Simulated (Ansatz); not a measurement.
CoSi2:

```
Co Si
1.0
     0.00000    2.67800    2.67800
     2.67800    0.00000    2.67800
     2.67800    2.67800    0.00000
Co Si
1 2
Cartesian
  0.0000 0.0000 0.0000
  4.0170 4.0170 4.0170
  1.3390 1.3390 1.3390
```

Base run:

- Program: Ansatz 0.2.0
- Functional: PBE
- Potentials or basis: Ansatz PAW
- Cutoff: 420 eV (not typed: the program's choice for these potentials)
- k mesh: 7 × 7 × 7
- Occupations: fermi-dirac, width 0.05 eV
- Spin: collinear spin, ferromagnetic start
- Starting moments: [2.5, 0.0, 0.0] μB
- Fixed moment: 2.5 μB

Its results: pressure 20.0 GPa; site moments Co +1.42; Si +0.23 μB.

Problem. The run is repeated on the same cell with these changes: fixed moment from 2.5 μB to 1.5 μB; moments at the start from [2.5, 0.0, 0.0] to [1.5, 0.0, 0.0]. What comes out?

Solution. Pressure 10.0 GPa; site moments Co +0.87; Si +0.13 μB.

Caveats: the total moment is fixed, so each spin has its own Fermi level; the thresholds are loose for stress.
